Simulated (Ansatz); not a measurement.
GaCo:

```
Ga Co
1.0
     2.87800    0.00000    0.00000
     0.00000    2.87800    0.00000
     0.00000    0.00000    2.87800
Ga Co
1 1
Direct
  0.50000 0.50000 0.50000
  0.00000 0.00000 0.00000
```

Base run:

- Program: Ansatz 0.2.0
- Functional: PBE
- Potentials or basis: Ansatz PAW
- Cutoff: 420 eV (not typed: the program's choice for these potentials)
- k mesh: 8 × 8 × 8
- Occupations: fermi-dirac, width 0.05 eV
- Spin: collinear spin, ferromagnetic start
- Starting moments: [0.0, 1.5] μB
- Fixed moment: 1.5 μB

Its results: pressure 10.0 GPa; site moments Ga +0.02; Co +1.42 μB.

**Question.** The run is repeated on the same cell with these changes: fixed moment from 1.5 μB to 0.5 μB; moments at the start from [0.0, 1.5] to [0.0, 0.5]. What comes out?

**Answer.** Pressure 2.3 GPa; site moments Ga -0.01; Co +0.54 μB.

Caveats: the total moment is fixed, so each spin has its own Fermi level; the thresholds are loose for stress.
